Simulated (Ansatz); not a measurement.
# ZrO2: the cost of one run

Program: Ansatz 0.2.0. Level of theory: DFT r²SCAN, frozen-core PAW, scalar-relativistic unless said. These are calculated values, not measurements.

2 further runs of the same task are left out: 1 that didn't finish, 1 set aside as unsound or not needed. Runs told in other sessions of the task aren't counted.

## Step 1: The starting structure

It takes space group P4_2/nmc (No. 137, tetragonal). Conventional cell: a = 3.596 Å, b = 3.596 Å, c = 5.177 Å, α = 90.00°, β = 90.00°, γ = 90.00°. Around Zr (site symmetry -4m2) lie 8 O at 2.08 to 2.37 Å. O (site symmetry 2mm) is surrounded by 4 Zr at 2.08 to 2.37 Å.

As a file:

```
Zr O
1.0
     3.59610    0.00000    0.00000
     0.00000    3.59610    0.00000
     0.00000    0.00000    5.17700
Zr O
2 4
Direct
  0.00000 0.00000 0.00000
  0.50000 0.50000 0.50000
  0.00000 0.50000 0.20300
  0.00000 0.50000 0.70300
  0.50000 0.00000 0.29700
  0.50000 0.00000 0.79700
```

Cartesian axes are those of the input's lattice vectors. The structure goes back to a database entry.

## Step 2: Cell and atoms relaxed, PAW

input.yaml

```yaml
crystal:
  lattice:
    - [3.5961, 0.0, 0.0]
    - [0.0, 3.5961, 0.0]
    - [0.0, 0.0, 5.177]
  atoms:
    - { symbol: Zr, position: [0.0, 0.0, 0.0] }
    - { symbol: Zr, position: [0.5, 0.5, 0.5] }
    - { symbol: O, position: [0.0, 0.5, 0.203] }
    - { symbol: O, position: [0.0, 0.5, 0.703] }
    - { symbol: O, position: [0.5, 0.0, 0.297] }
    - { symbol: O, position: [0.5, 0.0, 0.797] }
kpoints:
  mp_grid: { grid: [8, 8, 6] }
scf:
  occupations: { method: fermi_dirac, width: 0.1 }
hamiltonian:
  xc: r2scan
  pseudopotentials: { kind: paw }
relax:
  f_tol: 0.002
  max_steps: 80
  cell: {}
output:
  forces: true
  stress: true
```

Started as:

```bash
> ansatz run input.yaml --threads 2 --pin off --max-ram 6144MiB --backend cpu --events-out ev --progress --plain --runs-dir out
```

**Question.** How long does this run take on 2 threads of Intel Xeon 6975P-C (Granite Rapids), shared host, and how much memory does it need?

About 18 s, with a peak of 0.62 GiB.
